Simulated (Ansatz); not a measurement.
BeTe in the zincblende structure, relaxed with r2SCAN in Ansatz: it is cubic, F-43m (No. 216); a = 5.657 Å in the conventional setting, 22.63 Å³ an atom. Around Be lie 4 Te at 2.45 Å; around Te lie 4 Be at 2.45 Å. The primitive cell holds 2 atoms in 45.26 Å³. Calculated for a static, non-magnetic cell.

Computed values: PBE gives a gap of 2.02 eV and PBE0 (25 % exact exchange) 3.35 eV; one over PBE's mean ε∞ is 0.135. Without spin-orbit coupling PBE's valence top is a threefold level at Γ and the gap is 2.020 eV; with it the level splits into four states above two, Δ₀ = 0.937 eV apart. HSE06+SOC (4×4×4) gives a least gap of 2.40 eV and a least direct gap of 4.13 eV. r2SCAN's ε∞ is 6.88.

Problem. What is the density?

Solution. The cell holds 1 Be, 1 Te: M = 1×9.012 + 1×127.600 = 136.61 u in V = 45.26 Å³. ρ = 1.66054 × M/V = 1.66054 × 136.61/45.26 = 5.012 g/cm³, for the static r2SCAN lattice.

Problem. Taking the gap as linear in the share of unscreened exchange, estimate the gap of the hybrid whose share is 1/ε∞.

Solution. The slope is (3.35 − 2.02)/0.25 = 5.32 eV per unit share, so E_g ≈ 2.02 + 5.32 × 0.135 = 2.74 eV. The run with that share gives 2.73 eV (6×6×6 mesh), -0.01 eV from the straight line.

Problem. If the centre of gravity stays and the conduction band doesn't move, what gap follows with spin-orbit coupling?

Solution. The fourfold level rises by Δ₀/3 = 0.312 eV and the twofold one falls by 2Δ₀/3, so E_g ≈ 2.020 − 0.312 = 1.708 eV. The PBE+SOC run gives 1.730 eV, +0.022 eV from the estimate.

Problem. At what wavelength does absorption set in by HSE06+SOC, excitons left aside?

Solution. λ = 1239.84 eV nm/E: 517 nm for the least gap, where it needs phonons and is weak, and 300 nm for direct transitions.

Problem. What refractive index and reflectivity at normal incidence follow, below the gap and above the phonons?

Solution. n = √6.88 = 2.623; R = ((n − 1)/(n + 1))² = (1.623/3.623)² = 20.1 % a face.

Only the levels marked +SOC include spin-orbit coupling.

The meshes of the hybrids are coarse, so their gaps aren't converged to the digits shown.
